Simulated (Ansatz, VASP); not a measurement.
# Cross-check of YSi2Ni2 between VASP and Ansatz, part 3 of 3

Wanted: the spread between two codes on one cell, functional and k mesh.

VASP 6.6.1 and Ansatz 0.2.0.

So far. Step 2 (Ansatz: single point, LDA): The run ends at a pressure of -7.51 GPa, with forces up to 0.063 eV/Å.

## Step 6: VASP: relaxation of cell and atoms, r2SCAN with rVV10

Level of this step: r2SCAN with rVV10, zero-moment start; plane waves and PAW (Y_sv, Si, Ni) (VASP).

The relaxed volume is the usual yardstick between codes: its relative difference is about their pressure difference at one cell divided by the bulk modulus.

The input, INCAR:

```
SYSTEM = YSi2Ni2
PREC = Accurate
ENCUT = 520
EDIFF = 1E-06
NELM = 100
ISMEAR = -1
SIGMA = 0.05
LREAL = .FALSE.
ALGO = Normal
METAGGA = R2SCAN
LUSE_VDW = .TRUE.
IVDW_NL = 2
BPARAM = 11.95
CPARAM = 0.0093
LASPH = .TRUE.
NBANDS = 28
ISPIN = 2
MAGMOM = 0 -0 -0 -0 -0
LMAXMIX = 4
LORBIT = 11
LWAVE = .FALSE.
LCHARG = .FALSE.
KPAR = 8
IBRION = 2
NSW = 60
ISIF = 3
EDIFFG = -0.01
```

The input, POSCAR:

```
YSi2Ni2
1.0
   -1.9795000000      1.9795000000      4.7750000000
    1.9795000000     -1.9795000000      4.7750000000
    1.9795000000      1.9795000000     -4.7750000000
Y Si Ni
1 2 2
Direct
    0.0000000000      0.0000000000      0.0000000000
    0.3700000000      0.3700000000      0.0000000000
    0.6300000000      0.6300000000      0.0000000000
    0.7500000000      0.2500000000      0.5000000000
    0.2500000000      0.7500000000      0.5000000000
```

The input, KPOINTS:

```
Automatic mesh
0
Gamma
9 9 9
0 0 0
```

Potentials, in the order of the species: Y_sv, Si and Ni (PBE family, release 64).

Run with:

```sh
$ mpirun -np 8 vasp_std
```

Numbers of over 12 decimals in the logs are rounded to 6 here.

Log:

```text
[banner, memory and clock lines left out]
running    8 mpi-ranks, on    1 nodes
[...]
[... a notice as in an earlier step ...]

|                                                                             |
|               ----> ADVICE to this user running VASP <----                  |
|                                                                             |
|     You have switched on vdW-DFT.                                           |
|     This routine was written and supplied by Jiri Klimes. We recommend      |
|     that you carefully read and cite the following publications:            |
|       J. Klimes, D.R. Bowler, A. Michelides                                 |
|          J. Phys.: Cond Matt. 22 022201 (2010)                              |
|       J. Klimes, D.R. Bowler, A. Michelides                                 |
|          Phys. Rev. B. 83, 195131 (2011)                                    |
|     and references therein.                                                 |
[...]
Total rVV10 correction in eV:      0.7966389    44.1982244
Total rVV10 correction in eV:      0.7966389    44.1982244
Total rVV10 correction in eV:      0.7966389    44.1982244
DAV:   4    -0.653523973885E+02   -0.12763E-06   -0.32802E-07  4384   0.383E-03
Total rVV10 correction in eV:      0.7966347    44.1982244
Total rVV10 correction in eV:      0.7966347    44.1982244
Total rVV10 correction in eV:      0.7966347    44.1982244
Total rVV10 correction in eV:      0.7966347    44.1982244
Total rVV10 correction in eV:      0.7966347    44.1982244
Total rVV10 correction in eV:      0.7966347    44.1982244
Total rVV10 correction in eV:      0.7966347    44.1982244
Total rVV10 correction in eV:      0.7966347    44.1982244
Total rVV10 correction in eV:      0.7966384    44.1982244
Total rVV10 correction in eV:      0.7966384    44.1982244
Total rVV10 correction in eV:      0.7966384    44.1982244
Total rVV10 correction in eV:      0.7966384    44.1982244
Total rVV10 correction in eV:      0.7966384    44.1982244
Total rVV10 correction in eV:      0.7966384    44.1982244
Total rVV10 correction in eV:      0.7966384    44.1982244
Total rVV10 correction in eV:      0.7966384    44.1982244
  12 F= -.65352397E+02 E0= -.65340827E+02  d E =-.351538E-04  mag=     0.0000
[...]
reached required accuracy - stopping structural energy minimisation
```

Parts of OUTCAR (step 6):

```text
  Total       -0.0414194     -0.0414194     -0.0122259      0.0000000      0.0000000      0.0000000
  in kB       -0.9023602     -0.9023602     -0.2663520      0.0000000      0.0000000      0.0000000
  external PRESSURE =      -0.6903575 kB  Pullay stress =       0.0000000 kB

 POSITION                                       TOTAL-FORCE (eV/Angst)
 -----------------------------------------------------------------------------------
      0.00000      0.00000      0.00000        -0.000000     -0.000000     -0.000000
      0.00000      0.00000      3.51170         0.000000      0.000000      0.007011
      0.00000      0.00000      5.93329         0.000000      0.000000     -0.007011
     -0.00000      1.97311      2.36125        -0.000000     -0.000000     -0.000000
      1.97311     -0.00000      2.36125        -0.000000     -0.000000     -0.000000
 -----------------------------------------------------------------------------------
    total drift:                               -0.000000     -0.000000      0.000000

  FREE ENERGIE OF THE ION-ELECTRON SYSTEM (eV)
  ---------------------------------------------------
  free  energy   TOTEN  =       -65.3523973885 eV

  energy  without entropy=      -65.3292559403  energy(sigma->0) =      -65.34082666

 reached required accuracy - stopping structural energy minimisation

 magnetization (x)
# of ion       s       p       d       f       tot
--------------------------------------------------
    1        0.000  -0.000   0.000  -0.000   0.000
    2       -0.000  -0.000   0.000   0.000  -0.000
    3       -0.000  -0.000   0.000   0.000  -0.000
    4       -0.000  -0.000   0.000   0.000  -0.000
    5       -0.000  -0.000   0.000   0.000  -0.000
--------------------------------------------------
tot          0.000  -0.000   0.000  -0.000  -0.000

[... 3 further parts left out ...]
[key lines of the parts left out:]
E-fermi :   7.9661
```

This run allows spin, but its moments start at zero, where symmetry between the spins tends to hold them, although Ni can carry a moment. Its electron count is odd, so without a moment it is a metal by construction. The run keeps the 16 symmetry operations of its start, so it cannot find a distortion of lower symmetry.

## Step 7: Ansatz: relaxation of cell and atoms, r2SCAN with rVV10

The same cell, functional, mesh and smearing now go to Ansatz, which takes its cutoff from its data sets.

The input, input.yaml:

```yaml
crystal:
  lattice:
    - [-1.9795, 1.9795, 4.775]
    - [1.9795, -1.9795, 4.775]
    - [1.9795, 1.9795, -4.775]
  atoms:
    - { symbol: "Y", position: [0.0, 0.0, 0.0] }
    - { symbol: Si, position: [0.37, 0.37, 0.0] }
    - { symbol: Si, position: [0.63, 0.63, 0.0] }
    - { symbol: Ni, position: [0.75, 0.25, 0.5] }
    - { symbol: Ni, position: [0.25, 0.75, 0.5] }
hamiltonian:
  xc: r2scan
  pseudopotentials: { kind: paw }
  dispersion: rvv10
magnetization:
  spin_polarized: true
kpoints:
  mp_grid: { grid: [9, 9, 9] }
scf:
  occupations: { method: fermi_dirac, width: 0.05 }
relax:
  f_tol: 0.01
  max_steps: 60
  cell: { stress_tol: 0.05 }
output:
  forces: true
  stress: true
```

Run with:

```sh
$ ansatz run input.yaml --threads 4 --pin off --max-ram 9216MiB --backend cpu --events-out ev --progress --plain --runs-dir out
```

Log:

```text
band count auto-derived: 35 (N_el = 55.0; filled up to band 28; 33 by the electrons, moments and atoms)
[...]
Crystal: 5 atoms, lattice volume = 74.842 Å³
Basis set: ecut = 500 eV, 1905 PW (Γ), exchange–correlation on 192×192×192 points (64 copies of the dense FFT grid, shifted against one another)
[...]
cell:  # Å, volume = 73.4266 Å³
    - [-1.970520, 1.970520, 4.727499]
    - [1.970520, -1.970520, 4.727499]
    - [1.970520, 1.970520, -4.727499]
  atoms:
    - { symbol: Y, position: [0, 0, 0] }
    - { symbol: Si, position: [0.371868, 0.371868, 0] }
    - { symbol: Si, position: [0.628132, 0.628132, 0] }
    - { symbol: Ni, position: [0.750000, 0.25, 0.500000] }
    - { symbol: Ni, position: [0.25, 0.750000, 0.500000] }
[key lines of the parts left out:]
SCF converged after 8 iterations
Magnetization: 0.0000 μB (27.5000 up, 27.5000 down)
Free energy (F): -16828.564823 eV
Fermi energy:    13.616634 eV
P = ⅓ Tr σ = -0.0058 GPa (-0.058 kbar)
```

Wall time 94 s (4 threads of Arm Neoverse N1, shared host); peak memory 1.3 GiB; 6.1 min of CPU time.

## Step 8: Differences

What differs besides the data sets and the points named for the pairs above, as far as they apply: VASP keeps PBE cores, Ansatz makes them for the functional; both relaxations stop at a tolerance, which leaves soft axes loose, and VASP keeps its plane-wave basis; the data sets hold 55 valence electrons in Ansatz (default PAW (the set named soft_2) files) and 39 in VASP; the cutoff is 500 eV in Ansatz and 520 eV in VASP; Ansatz adds a Pulay correction to the stress that steers its cell, VASP none. Total energies have different zeros and are not compared.

The two programs side by side:

```tsv
quantity	Ansatz	VASP	difference
volume (Å³)	73.43	73.54	-0.16 %
edge a after relaxation, in the typed setting (Å)	5.488	5.485	+0.04 %
```

The walks stopped with -0.01 GPa left in Ansatz and -0.07 GPa in VASP; each walk ends within a tolerance, so the volume difference is uncertain by about these residues over the bulk modulus, most in soft cells.

## Step 9: Summary of results

| Quantity | Value |
| --- | --- |
| r.m.s. force difference (single point, LDA) | 17 meV/Å |
| difference in volume (relaxation of cell and atoms, r2SCAN with rVV10) | -0.16 % |

In words: The r.m.s. force difference is 17 meV/Å (single point, LDA), beyond the 12 meV/Å picked in this series as the mark of a large difference. Single point, LDA, cores kept as stored: the difference in pressure goes from -0.38 to -0.18 GPa; the difference in pressure without Ansatz's Pulay correction goes from -0.44 to -0.26 GPa. Single point, LDA, norm-conserving potentials (cutoff 1333 eV): the difference in pressure goes from -0.38 to -0.57 GPa. How closely two codes agree says nothing of how well the functional describes the real material.

[Lines on the potential files, build, host, timing and source positions are cut from VASP's logs without a mark.]

[Logs are printed without paths, hosts, clocks, repeated set-up lines and the standing remarks that a program may print on its own settings, such as how far it seeks lower states.]

[Hosts, paths, dates, database ids (printed as entryN), source tags and the programs' standing remarks are cut or masked in the printed files.]
